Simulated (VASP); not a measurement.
# FeO (R-3m) in VASP: a series of runs, part 2 of 2

VASP 6.6.1. The steps go on from the part before.

**3. Single point, PBE+U, collinear spin, antiferromagnetic start**

This run uses another cell than the first one: it holds 4 atoms, not 2.

INCAR

```
PREC = Accurate ; ENCUT = 520
EDIFF = 1E-6 ; ISMEAR = 0
SIGMA = 0.05 ; LREAL = False
LASPH = True ; NELM = 150
ALGO = Normal ; ISIF = 2
LWAVE = False ; LCHARG = False
ISPIN = 2 ; MAGMOM = 3 -3 0 0
LORBIT = 11 ; LMAXMIX = 4
LDAU = True ; LDAUTYPE = 2
LDAUL = 2 -1 ; LDAUU = 5 0
LDAUJ = 0 0 ; LDAUPRINT = 1
GGA = PE ; NBANDS = 26
```

KPOINTS

```
regular mesh
0
Gamma
  5 6 8
```

POSCAR

```
FeO
1.0
    0.0000000000      1.7524683600      5.0315891600
   -3.0353642200      0.0000000000      0.0000000000
    0.0000000000     -1.7524683500      2.5157945800
Fe O
2 2
Direct
    0.0000000000      0.0000000000      0.0000000000
    0.5000000000      0.5000000000      0.0000000000
    0.5000000000      0.0000000000      0.5000000000
    0.0000000000      0.5000000000      0.5000000000
```

Potentials or basis: VASP PAW PBE potentials, release 64 (Fe, O).

Command:

```bash
> cat potpaw_PBE.64/Fe/POTCAR potpaw_PBE.64/O/POTCAR > POTCAR
> mpirun -np 1 vasp_std > vasp.out
```

OUTCAR:

```text
PREC = Accurate
   ENCUT = 520
   EDIFF = 1E-6
   ISMEAR = 0
   LREAL = False
   LASPH = True
   NELM = 150
   ISIF = 2
   ISPIN = 2
   LORBIT = 11
   GGA = PE

 ion  position               nearest neighbor table
   1  0.000  0.000  0.000-   4 2.16   4 2.16   4 2.16   4 2.16   3 2.16   3 2.16   2 3.04   2 3.04
                             2 3.04   2 3.04   2 3.07   2 3.07   2 3.07   2 3.07
   2  0.500  0.500  0.000-   3 2.16   3 2.16   3 2.16   3 2.16   4 2.16   4 2.16   1 3.04   1 3.04
                             1 3.04   1 3.04   1 3.07   1 3.07   1 3.07   1 3.07
   3  0.500  0.000  0.500-   2 2.16   2 2.16   2 2.16   2 2.16   1 2.16   1 2.16
   4  0.000  0.500  0.500-   1 2.16   1 2.16   1 2.16   1 2.16   2 2.16   2 2.16

  LATTYP: Found a simple monoclinic cell.
 ALAT       =     3.0660019058
 B/A-ratio  =     0.9900072842
 C/A-ratio  =     1.4071653885
 COS(beta)  =    -0.0141316544

  Lattice vectors:

 A1 = (   0.0000000000,  -1.7524683500,   2.5157945800)
 A2 = (  -3.0353642200,   0.0000000000,   0.0000000000)
 A3 = (   0.0000000000,  -3.5049367100,  -2.5157945800)

Analysis of symmetry for initial positions (statically):
=====================================================================
 Subroutine PRICEL returns following result:

  LATTYP: Found a trigonal (rhomboedric) cell.
 ALAT       =     3.0660019070
 COS(alpha) =     0.5099427872
[... 12 lines left out ...]
 Subroutine GETGRP returns: Found  4 space group operations
 (whereof  4 operations were pure point group operations)
 out of a pool of  4 trial point group operations.

The static configuration has the point symmetry C_2h.

[... 254 lines left out ...]
  o =  0.9705  v =  0.0000  0.0000  0.0000  0.0000  0.0000  0.0000  0.5100 -0.4486 -0.0000  0.7340      0.0000  0.0000  0.0000  0.0000  0.0000  0.0000  0.0000  0.0000  0.0000  0.0000
  o =  1.0201  v =  0.0000  0.0000  0.0000  0.0000  0.0000  0.5712 -0.0000  0.0000 -0.8208 -0.0000      0.0000  0.0000  0.0000  0.0000  0.0000  0.0000  0.0000  0.0000  0.0000  0.0000
  o =  1.0227  v =  0.0000  0.0000  0.0000  0.0000  0.0000  0.0000  0.8211 -0.0005  0.0000 -0.5708      0.0000  0.0000  0.0000  0.0000  0.0000  0.0000  0.0000  0.0000  0.0000  0.0000

 number of electron      28.0000001 magnetization       0.0000000

 Free energy of the ion-electron system (eV)
  ---------------------------------------------------
  ext. energy  EPLUGINS =         0.00000000
  ---------------------------------------------------
  free energy    TOTEN  =       -26.64387233 eV

  energy without entropy =      -26.64387233  energy(sigma->0) =      -26.64387233

 E-fermi :   5.2493     XC(G=0): -12.0436

 val. band max:        5.0336650338   @ k =   0.0000   0.5000   0.0000
 cond. band min:       6.7414739940   @ k =   0.0000   0.0000   0.0000
 fundamental gap:      1.7078089602
 Fermi energy:         5.2493427207

 spin component 1

 k-point     1 :       0.0000    0.0000    0.0000
  band No.  band energies     occupation
      1     -14.0454      1.00000
      2     -12.9181      1.00000
      3      -0.8834      1.00000
      4      -0.0386      1.00000
      5       0.0206      1.00000
      6       0.0224      1.00000
[... 1385 lines left out ...]
     25      19.7122      0.00000
     26      21.1979      0.00000

 [... further k-points ...]
[... 5 lines left out ...]
  --------------------------------------------------------------------------------------
  -------------------------------------------------------------------------------------
  Total        3.3527710      1.3344395      1.6185675      0.0000000     -1.7097901      0.0000000
  in kB      133.8002871     53.2539783     64.5927786      0.0000000    -68.2332354      0.0000000
  external PRESSURE =      83.8823480 kB  Pullay stress =       0.0000000 kB

 VOLUME and BASIS-vectors are now :
 -----------------------------------------------------------------------------
  energy-cutoff  :      520.00
  volume of cell :       40.15
      direct lattice vectors                 reciprocal lattice vectors
     0.000000000  1.752468360  5.031589160     0.000000000  0.190207905  0.132496244
    -3.035364220  0.000000000  0.000000000    -0.329449755  0.000000000  0.000000000
     0.000000000 -1.752468350  2.515794580     0.000000000 -0.380415809  0.132496245

 POSITION                                       TOTAL-FORCE (eV/Angst)
 -----------------------------------------------------------------------------------
      0.00000      0.00000      0.00000        -0.000000     -0.000000     -0.000000
     -1.51768      0.87623      2.51579         0.000000      0.000000      0.000000
      0.00000      0.00000      3.77369        -0.000000     -0.000000      0.000000
     -1.51768     -0.87623      1.25790        -0.000000     -0.000000     -0.000000
 -----------------------------------------------------------------------------------
    total drift:                                0.000000      0.000000     -0.000000

  FREE ENERGIE OF THE ION-ELECTRON SYSTEM (eV)
  ---------------------------------------------------
  free  energy   TOTEN  =       -26.6438723301 eV

  energy  without entropy=      -26.6438723301  energy(sigma->0) =      -26.64387233

 total charge

# of ion       s       p       d       tot
------------------------------------------
    1        0.294   0.367   6.137   6.799
    2        0.294   0.367   6.137   6.799
    3        1.551   3.478   0.000   5.030
    4        1.551   3.478   0.000   5.030
--------------------------------------------------
tot          3.691   7.691  12.275  23.657

 magnetization (x)

# of ion       s       p       d       tot
------------------------------------------
    1        0.028   0.031   3.732   3.791
    2       -0.028  -0.031  -3.732  -3.791
    3       -0.006  -0.018   0.000  -0.023
    4        0.006   0.018   0.000   0.023
--------------------------------------------------
tot          0.000   0.000  -0.000  -0.000
```

OSZICAR:

```text
N       E                     dE             d eps       ncg     rms          rms(c)
DAV:   1     0.240919833602E+03    0.24092E+03   -0.13284E+04  9048   0.131E+03
DAV:   2    -0.917793279373E+00   -0.24184E+03   -0.21790E+03  8924   0.305E+02
DAV:   3    -0.273862450268E+02   -0.26468E+02   -0.25307E+02 10300   0.118E+02
[... 25 lines left out ...]
DAV:  29    -0.266438744172E+02   -0.11503E-04   -0.21294E-04 12954   0.782E-02    0.533E-03
DAV:  30    -0.266438691446E+02    0.52726E-05   -0.72241E-04 13062   0.144E-01    0.434E-03
DAV:  31    -0.266438724971E+02   -0.33526E-05   -0.13988E-05 10986   0.224E-02    0.141E-03
DAV:  32    -0.266438721358E+02    0.36137E-06   -0.38604E-05  9660   0.325E-02    0.170E-03
DAV:  33    -0.266438723301E+02   -0.19439E-06   -0.38752E-06  5746   0.114E-02
   1 F= -.26643872E+02 E0= -.26643872E+02  d E =-.103751E-11  mag=     0.0000
```

It took 2.8 min on 1 thread of AMD EPYC 9R45 (Zen 5), shared host; peak memory 0.24 GiB.

Results:

- Free energy: -26.6439 eV
- Pressure: 8.4 GPa
- Band gap on the k mesh: 1.71 eV
- Net moment: 0.00 μB per cell
- Site moments: Fe +3.79, -3.79; O -0.02, +0.02 μB
- Valence electrons inside the program's atomic spheres: Fe 6.80; O 5.03

Eigenvalues of the final occupation matrices:
```csv
site,spin,trace,eigenvalues
site 1 d,1,4.95,0.97 0.97 0.97 1.02 1.02
site 1 d,2,1.21,0.03 0.03 0.09 0.11 0.96
site 2 d,1,1.21,0.03 0.03 0.09 0.11 0.96
site 2 d,2,4.95,0.97 0.97 0.97 1.02 1.02
```

Caveat: an odd mesh through Γ misses points on the zone boundary, where band edges often lie.

**4. Single point, PBE+U, collinear spin, zero start**

INCAR

```
SYSTEM = FeO
ALGO = Fast
EDIFF = 1E-7
ENCUT = 520
GGA = PE
ISIF = 2
ISMEAR = 0
ISPIN = 2
LASPH = .TRUE.
LCHARG = .FALSE.
LDAU = .TRUE.
LDAUJ = 0 0
LDAUL = 2 -1
LDAUPRINT = 1
LDAUTYPE = 2
LDAUU = 5 0
LMAXMIX = 4
LORBIT = 11
LREAL = .FALSE.
LWAVE = .FALSE.
MAGMOM = 0 0
NELM = 120
PREC = Accurate
SIGMA = 0.05
```

KPOINTS

```
k-points
0
G
  8 8 8
  0 0 0
```

POSCAR

```
FeO
1.0
    1.5176821100      0.8762341800      2.5157945800
   -1.5176821100      0.8762341800      2.5157945800
    0.0000000000     -1.7524683500      2.5157945800
Fe O
1 1
Direct
    0.0000000000      0.0000000000      0.0000000000
    0.5000000000      0.5000000000      0.5000000000
```

Command:

```bash
> cat potpaw_PBE.64/Fe/POTCAR potpaw_PBE.64/O/POTCAR > POTCAR
> mpirun -np 1 vasp_std > vasp.out
```

Wall time 25 s (1 thread of AMD EPYC 9R45 (Zen 5), shared host); peak memory 0.13 GiB.

The run converged. Its results:

| Item | Value |
| --- | --- |
| Free energy | -11.3212 eV |
| Pressure | -17.0 GPa |
| Band gap on the k mesh | 2.90 eV, indirect (least direct gap 3.26 eV) |
| Net moment | 0.00 μB per cell |
| Valence electrons inside the program's atomic spheres | Fe 6.87; O 4.98 |

Stress tensor (GPa, compression positive):
```
-16.20   0.00   0.00
  0.00 -16.20   0.00
  0.00   0.00 -18.75
```

Levels at points of the mesh, in eV from the valence-band top:
Spin up:
```
           k point  band 5  band 6  band 7  band 8  band 9  band 10
(0.00, 0.00, 0.00)   -1.10   -1.01   -1.01    2.90    2.90     3.31
(0.50, 0.00, 0.00)   -0.44   -0.37    0.00    5.15    5.18     7.22
(0.50, 0.50, 0.00)   -2.10   -0.44   -0.43    3.39    3.72     8.81
(0.50, 0.50, 0.50)   -0.42   -0.42   -0.07    5.13    5.13     7.33
```
Spin down:
```tsv
k point	band 5	band 6	band 7	band 8	band 9	band 10
(0.00, 0.00, 0.00)	-1.10	-1.01	-1.01	2.90	2.90	3.31
(0.50, 0.00, 0.00)	-0.44	-0.37	0.00	5.15	5.18	7.22
(0.50, 0.50, 0.00)	-2.10	-0.44	-0.43	3.39	3.72	8.81
(0.50, 0.50, 0.50)	-0.42	-0.42	-0.07	5.13	5.13	7.33
```

Eigenvalues of the final occupation matrices:
```csv
site,spin,trace,eigenvalues
site 1 d,1,3.15,0.12 0.12 0.97 0.97 0.97
site 1 d,2,3.15,0.13 0.13 0.97 0.97 0.97
```

**5. Single point, PBE+U, collinear spin, random start**

INCAR

```
ALGO = Normal ; EDIFF = 1E-6
ENCUT = 520 ; GGA = PE
ISIF = 2 ; ISMEAR = 0
ISPIN = 2 ; LASPH = True
LCHARG = True ; LDAU = True
LDAUJ = 0 0 ; LDAUL = 2 -1
LDAUPRINT = 1 ; LDAUTYPE = 2
LDAUU = 5 0 ; LELF = True
LMAXMIX = 4 ; LORBIT = 11
LREAL = False ; LVHAR = True
LWAVE = False ; MAGMOM = 1.56 0
NELM = 100 ; PREC = Accurate
SIGMA = 0.05
```

KPOINTS

```
k-points
0
Gamma
  8 8 8
```

POSCAR is that of step 4.

Potentials or basis: VASP PAW PBE potentials, release 64 (Fe, O).

Command:

```bash
> cat potpaw_PBE.64/Fe/POTCAR potpaw_PBE.64/O/POTCAR > POTCAR
> mpirun -np 1 vasp_std > vasp.out
```

OUTCAR:

```text
EDIFF = 1E-6
   ENCUT = 520
   GGA = PE
   ISIF = 2
   ISMEAR = 0
   ISPIN = 2
   LASPH = True
   LORBIT = 11
   LREAL = False
   NELM = 100
   PREC = Accurate

 ion  position               nearest neighbor table
   1  0.000  0.000  0.000-   2 2.16   2 2.16   2 2.16   2 2.16   2 2.16   2 2.16
   2  0.500  0.500  0.500-   1 2.16   1 2.16   1 2.16   1 2.16   1 2.16   1 2.16

  LATTYP: Found a trigonal (rhomboedric) cell.
 ALAT       =     3.0660019070
 COS(alpha) =     0.5099427872

  Lattice vectors:

 A1 = (   1.5176821100,   0.8762341800,   2.5157945800)
[... 973 lines left out ...]

 VOLUME and BASIS-vectors are now :
 -----------------------------------------------------------------------------
  energy-cutoff  :      520.00
  volume of cell :       20.07
      direct lattice vectors                 reciprocal lattice vectors
     1.517682110  0.876234180  2.515794580     0.329449755  0.190207905  0.132496244
    -1.517682110  0.876234180  2.515794580    -0.329449755  0.190207905  0.132496244
     0.000000000 -1.752468350  2.515794580     0.000000000 -0.380415809  0.132496245

 POSITION                                       TOTAL-FORCE (eV/Angst)
 -----------------------------------------------------------------------------------
      0.00000      0.00000      0.00000         0.000000      0.000000     -0.000000
      0.00000      0.00000      3.77369        -0.000000      0.000000      0.000000
 -----------------------------------------------------------------------------------
    total drift:                               -0.000000      0.000000     -0.000000

  FREE ENERGIE OF THE ION-ELECTRON SYSTEM (eV)
  ---------------------------------------------------
  free  energy   TOTEN  =       -12.5118026734 eV

  energy  without entropy=      -12.5102263040  energy(sigma->0) =      -12.51101449

 total charge

# of ion       s       p       d       tot
------------------------------------------
    1        0.294   0.367   6.076   6.736
    2        1.552   3.462   0.000   5.014
--------------------------------------------------
tot          1.846   3.829   6.076  11.750

 magnetization (x)

# of ion       s       p       d       tot
------------------------------------------
    1        0.026   0.020   3.813   3.859
    2        0.020   0.165   0.000   0.185
--------------------------------------------------
tot          0.046   0.185   3.813   4.044
```

stdout:

```text
POSCAR found type information on POSCAR FeO
 POSCAR found :  2 types and       2 ions
 scaLAPACK will be used
 LDA part: xc-table for (Slater+PW92), standard interpolation
 POSCAR, INCAR and KPOINTS ok, starting setup
 FFT: planning ... GRIDC
 FFT: planning ... GRID_SOFT
 FFT: planning ... GRID
 WAVECAR not read
 entering main loop
```

Run time: 20 s. Hardware: 1 thread of AMD EPYC 9R45 (Zen 5), shared host; peak memory 0.14 GiB.

What came out:

| Property | Result |
| --- | --- |
| Free energy | -12.5118 eV |
| Pressure | -1.0 GPa |
| Band gap on the k mesh | none (metal or under the smearing width) |
| Net moment | 4.00 μB per cell |
| Site moments | Fe +3.86; O +0.18 μB |
| Valence electrons inside the program's atomic spheres | Fe 6.74; O 5.01 |

Eigenvalues of the final occupation matrices:
```
    site  spin  trace               eigenvalues
site 1 d     1   4.96  0.97 0.97 0.97 1.02 1.02
site 1 d     2   1.14  0.10 0.10 0.31 0.31 0.31
```

Caveat: a cell with one magnetic atom can't hold antiferromagnetic order, which such compounds often take. The state reached can hang on the start; a lower one may exist.

**6. The reference run**

An earlier run on the cell as given: functional PBE; potentials or basis VASP PAW PBE potentials, release 64 (Fe, O); cutoff 520 eV; k mesh 11 × 11 × 11; occupations fermi-dirac, width 0.05 eV; collinear spin, ferromagnetic start; starting moments [3.0, 0.0] μB.

- Pressure: -0.5 GPa
- Band gap on the k mesh: none (metal or under the smearing width)
- Net moment: 4.00 μB per cell
- Site moments: Fe +3.62; O +0.30 μB
- Valence electrons inside the program's atomic spheres: Fe 6.73; O 4.99

**7. The runs side by side**

```tsv
level	spin	U	k mesh	smearing	supercell matrix	gap on the mesh (eV)	pressure (GPa)	moment (μB)
PBE+U	collinear, ferromagnetic start	Fe d U = 5 eV	8 × 8 × 8	gaussian 0.05 eV	-	none	-1.1	4.00
PBE+U	collinear, antiferromagnetic start	Fe d U = 5 eV	5 × 6 × 8	gaussian 0.05 eV	[1, 1, 0, -1, 1, 0, 0, 0, 1]	1.71	8.4	0.00
PBE+U	collinear, zero start	Fe d U = 5 eV	8 × 8 × 8	gaussian 0.05 eV	-	2.90	-17.0	0.00
PBE+U	collinear, random start	Fe d U = 5 eV	8 × 8 × 8	gaussian 0.05 eV	-	none	-1.0	4.00
PBE	collinear, ferromagnetic start	-	11 × 11 × 11	fermi-dirac 0.05 eV	-	none	-0.5	4.00
```

Alike in all rows: task single point; potentials or basis VASP PAW PBE potentials, release 64 (Fe, O); cell as given; cutoff (eV) 520.

On the cell as given the gap runs from zero (PBE+U) to 2.90 eV (PBE+U); the meshes differ, which moves gaps too. The pressure there spans -17.0 GPa (PBE+U) to 8.4 GPa (PBE+U); a positive pressure means that this level wants a larger cell, a negative one a smaller.

Caveats: a cell with one magnetic atom can't hold antiferromagnetic order, which such compounds often take (some runs); an odd mesh through Γ misses points on the zone boundary, where band edges often lie (some runs); semilocal functionals often make such compounds metallic where correlation or magnetic order opens a gap, which also shifts bond lengths (some runs).

Absolute energies hang on the potentials; compare differences alone.
